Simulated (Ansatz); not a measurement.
# TaN (Fm-3m) in Ansatz: further runs, part 2 of 2

Ansatz 0.2.0. Earlier steps stand in the parts before.

### Step 4. Projected density of states, r2SCAN+U

input.yaml

```yaml
crystal:
  lattice:
    - [0.0, 2.211323, 2.211323]
    - [2.211323, 0.0, 2.211323]
    - [2.211323, 2.211323, 0.0]
  atoms:
    - { symbol: Ta, position: [0.5, 0.5, 0.5] }
    - { symbol: "N", position: [0.0, 0.0, 0.0] }
hamiltonian:
  xc: r2scan
  pseudopotentials: { kind: paw }
  hubbard: { sites: [{ species: Ta, l: d, u_eff: 4.0 }] }
kpoints:
  mp_grid: { grid: [10, 10, 10] }
scf:
  occupations: { method: fermi_dirac, width: 0.05 }
  n_extra_bands: 6
output:
  forces: true
  stress: true
  eigenvalues: true
  dos: { projected: true, de: 0.05, nscf_kmesh: { grid: [15, 15, 15] } }
```

Potentials or basis: Ansatz PAW.

Started as:

```sh
> ansatz run input.yaml --threads 2 --pin off --max-ram 5632MiB --backend cpu --events-out ev --progress --plain --runs-dir out
```

The program printed:

```text
Warning: RAYON_NUM_THREADS=2 ignored (pool sized by the plan → 2); use --threads N
Ta: projections on atomic orbitals take those of the free atom [Kr 4d10 4f14] 5s2 5p6 5d3 6s2, of charge +0.00 (hamiltonian.pseudopotentials.projection_atoms); the dataset's partial waves leave at most 6.0e-5 of an orbital's norm unspanned inside its sphere
N: projections on atomic orbitals take those of the free atom [He] 2s2 2p3, of charge +0.00 (hamiltonian.pseudopotentials.projection_atoms); the dataset's partial waves leave at most 9.3e-9 of an orbital's norm unspanned inside its sphere
scf.n_extra_bands = 6 over 9 filled bands (N_el = 18.0): the run solves 15 bands
Engine: ansatz 0.2.0, x86_64-unknown-linux-gnu
Pseudopotentials: kind: paw
Pseudopotential: Ta, paw, valence charge 13, recommended cutoff 500 eV (meta_gga), Ta.paw.azcp
Pseudopotential: N, paw, valence charge 5, recommended cutoff 500 eV (meta_gga), N.paw.azcp
Functional definition: r2SCAN
  parameter k0 = 0.174
  parameter k1 = 0.065
  parameter a1 = 4.9479
  exchange = r2scan_x(k0 = k0, k1 = k1, a1 = a1)
[... 48 lines left out ...]
  E_vtau       = 15.903014  (kinetic-family band-sum trace: ∫τ·v_τ [+ j·A + Jᵃ·Aᵃ] dr)
  E_ewald      = -1678.620117
  E_core_change = -0.785845  (= ΣΔE_core)
  E_smearing   = -0.005399  (= −TS)
  E_closure    = 0.000000  (closes the sum)
  Σ components = -10326.477438   (vs F -10326.477438, Δ=0.00e0)
--- Forces (eV/Å), atoms counted from 1 ---
  atom   1  Ta     0.00000000    -0.00000000     0.00000000
  atom   2  N     -0.00000000     0.00000000     0.00000000
  max |Σ_I F_I| component: 2.05e-29 eV/Å
--- Stress (GPa, compression-positive) ---
       -2.356662       0.000000      -0.000000
        0.000000      -2.356662      -0.000000
        0.000000       0.000000      -2.356662
  P = ⅓ Tr σ = -2.3567 GPa (-23.567 kbar)
--- Band table (eV; the first three rows and the last of 47) ---
  k-point 0: bands = ["-50.3290", "-15.8975", "-15.8975", "-15.8975", "1.6786", "17.4778", "17.4778", "17.4778", "19.4772", "19.4772", "19.4772", "22.3641", "22.3641", "23.0567", "31.0346"]
  k-point 1: bands = ["-50.3237", "-15.9802", "-15.9048", "-15.9048", "1.9107", "16.3768", "16.8390", "16.8390", "19.8403", "19.8403", "19.8824", "23.1708", "23.1708", "23.7957", "31.7498"]
  k-point 2: bands = ["-50.3090", "-16.1913", "-15.9241", "-15.9241", "2.5451", "14.5097", "15.7340", "15.7340", "20.4222", "20.6688", "20.6688", "24.9587", "24.9587", "25.3330", "33.3729"]
  k-point 46: bands = ["-50.2538", "-16.4390", "-16.3102", "-16.1785", "3.7525", "14.2053", "14.3735", "14.5672", "20.2227", "22.4937", "25.0125", "25.8372", "26.6486", "31.4226", "32.6846"]
Occupation matrices written to <dir>
```

occupation_matrices:

```text
# The occupation matrices of the corrected shells as a run of Ansatz 0.0.0 ended. An entry of
# hamiltonian.hubbard.sites starts from them by `starting_ns: <path of this file>`, where that key's refused
# combinations let it.
# Free energy -10326.477438 eV.
# projection_atom_Ta: [Kr 4d10 4f14] 5s2 5p6 5d3 6s2
# projection_atom_N: [He] 2s2 2p3
format: ansatz-occupation-matrices/1
state: converged
spin: unpolarized
projectors: all-electron-ortho-atomic
projection_frame: null
lattice: # Å
  - [0.0, 2.211323, 2.211323]
  - [2.211323, 0.0, 2.211323]
  - [2.211323, 2.211323, 0.0]
atoms: # fractions of the lattice vectors
  - {symbol: Ta, position: [0.5, 0.5, 0.5]}
  - {symbol: N, position: [0.0, 0.0, 0.0]}
sites: # a site counts the atoms from 0
  - {site: 0, l: d, shell: 5, starting_ns: [{spin: up, occupation_matrix: site0_d}]} # 3.691 electrons, filled orbitals 0
occupation_matrices: # on the real harmonics m = 0, +1, -1, ... of the Cartesian axes; of spinors up first
  site0_d:
    matrix:
      - [0.2807483503451751, -1.8185047479991714e-19, -6.507325000870312e-19, -5.379622256936349e-18, 8.590860092806069e-19]
      - [3.498995969718374e-20, 0.4280504860794726, 3.6278161641769224e-19, 4.65939908450354e-19, -2.199499715708253e-19]
      - [-3.254718483413799e-19, 3.6278161641769224e-19, 0.42805048607947255, 1.3341288269035801e-18, 3.244536373268088e-19]
      - [2.6434738194563835e-18, 1.4067925670470272e-19, 1.7135995872735067e-18, 0.2807483503451751, -6.556455389895698e-19]
      - [1.0759264437777078e-18, -2.199499715708253e-19, 3.244536373268088e-19, -2.490697243075056e-19, 0.42805048607947255]
```

It took 2.9 s on 2 threads of Intel Xeon Platinum 8375C at 2.90GHz (Ice Lake), shared host; peak memory 0.41 GiB.

Results:

```
Free energy                          : -10326.4774 eV
Pressure                             : -2.4 GPa
Band gap on the k mesh               : none (metal or under the smearing width)
Density of states at the Fermi level : 0.69 states/eV per cell
```

Levels at points of the mesh, in eV from the Fermi level:
| k point | band 6 | band 7 | band 8 | band 9 | band 10 | band 11 | band 12 | band 13 |
| --- | --- | --- | --- | --- | --- | --- | --- | --- |
| (0.00, 0.00, 0.00) | -4.13 | -4.13 | -4.13 | -2.13 | -2.13 | -2.13 | 0.75 | 0.75 |
| (0.00, 0.00, -0.50) | -10.73 | -7.64 | -7.64 | 1.84 | 1.84 | 1.95 | 3.75 | 7.98 |
| (0.00, -0.50, -0.50) | -7.18 | -5.49 | -5.02 | -5.02 | 2.78 | 3.39 | 3.39 | 4.81 |

States per cell in windows of 0.5 eV (zero at the Fermi level; states under -8 eV left out):
| from (eV) | total | Ta 5d | N 2p | Ta 6s | N 2s | Ta 5p |
| --- | --- | --- | --- | --- | --- | --- |
| -8.0 | 0.40 | 0.11 | 0.25 | 0.01 | 0.01 | 0.01 |
| -7.5 | 1.72 | 0.55 | 1.11 | 0.01 | 0.01 | 0.03 |
| -7.0 | 1.05 | 0.35 | 0.67 | 0.00 | 0.01 | 0.02 |
| -6.5 | 0.59 | 0.19 | 0.39 | 0.00 | 0.00 | 0.01 |
| -6.0 | 0.41 | 0.11 | 0.29 | 0.00 | 0.00 | 0.01 |
| -5.5 | 0.19 | 0.04 | 0.15 | 0.00 | 0.00 | 0.00 |
| -5.0 | 0.07 | 0.02 | 0.05 | 0.00 | 0.00 | 0.00 |
| -4.5 | 0.06 | 0.03 | 0.03 | 0.00 | 0.00 | 0.00 |
| -4.0 | 0.10 | 0.06 | 0.03 | 0.00 | 0.00 | 0.00 |
| -3.5 | 0.13 | 0.09 | 0.04 | 0.00 | 0.00 | 0.00 |
| -3.0 | 0.17 | 0.13 | 0.04 | 0.00 | 0.00 | 0.00 |
| -2.5 | 0.23 | 0.18 | 0.05 | 0.00 | 0.00 | 0.00 |
| -2.0 | 0.28 | 0.22 | 0.05 | 0.00 | 0.00 | 0.00 |
| -1.5 | 0.31 | 0.24 | 0.06 | 0.00 | 0.00 | 0.00 |
| -1.0 | 0.37 | 0.29 | 0.07 | 0.01 | 0.00 | 0.00 |
| -0.5 | 0.37 | 0.29 | 0.06 | 0.01 | 0.00 | 0.00 |
| 0.0 | 0.41 | 0.32 | 0.06 | 0.01 | 0.00 | 0.00 |
| 0.5 | 0.48 | 0.39 | 0.07 | 0.01 | 0.00 | 0.00 |
| 1.0 | 0.63 | 0.53 | 0.08 | 0.01 | 0.01 | 0.00 |
| 1.5 | 1.02 | 0.84 | 0.13 | 0.02 | 0.02 | 0.00 |
| 2.0 | 0.86 | 0.72 | 0.09 | 0.02 | 0.02 | 0.00 |
| 2.5 | 0.79 | 0.67 | 0.07 | 0.02 | 0.03 | 0.00 |
| 3.0 | 0.65 | 0.52 | 0.05 | 0.03 | 0.04 | 0.00 |
| 3.5 | 0.40 | 0.24 | 0.05 | 0.04 | 0.05 | 0.00 |
| 4.0 | 0.54 | 0.29 | 0.06 | 0.06 | 0.08 | 0.00 |
| 4.5 | 0.67 | 0.31 | 0.09 | 0.07 | 0.10 | 0.00 |
| 5.0 | 0.61 | 0.31 | 0.09 | 0.06 | 0.08 | 0.00 |
| 5.5 | 0.35 | 0.18 | 0.07 | 0.04 | 0.02 | 0.00 |
| 6.0 | 0.33 | 0.16 | 0.08 | 0.03 | 0.01 | 0.00 |
| 6.5 | 0.32 | 0.15 | 0.08 | 0.02 | 0.00 | 0.00 |
| 7.0 | 0.33 | 0.14 | 0.08 | 0.05 | 0.00 | 0.00 |
| 7.5 | 0.44 | 0.17 | 0.11 | 0.08 | 0.00 | 0.00 |

Eigenvalues of the final occupation matrices:
| site | spin | trace | eigenvalues |
| --- | --- | --- | --- |
| site 1 | 1 | 1.85 | 0.28 0.28 0.43 0.43 0.43 |

Caveat: U without spin polarisation on a metal has little footing; the PAW data sets come from PBE, with cores solved anew for the run's functional, which leaves a small shift of forces and pressure; the density of states is complete only up to the lowest level of the last band computed. The run has no spin-orbit coupling, so splittings on Ta are missing.

### Step 5. The runs side by side

| U | gap on the mesh (eV) | pressure (GPa) |
| --- | --- | --- |
| Ta d U = 2 eV | none | -4.4 |
| Ta d U = 3 eV | none | -3.4 |
| Ta d U = 4 eV | none | -2.4 |

Alike in all rows: task projected density of states; level r2SCAN+U; potentials or basis Ansatz PAW; no spin polarisation; cell as given; k mesh 10 × 10 × 10; cutoff (eV) 500; smearing fermi-dirac 0.05 eV.

Every run on the cell as given and a fine mesh finds a metal.

Caveats: U without spin polarisation on a metal has little footing; the PAW data sets come from PBE, with cores solved anew for the run's functional, which leaves a small shift of forces and pressure; the density of states is complete only up to the lowest level of the last band computed.

Total energies depend on the potentials used, so only differences within one code and one set of settings carry meaning.
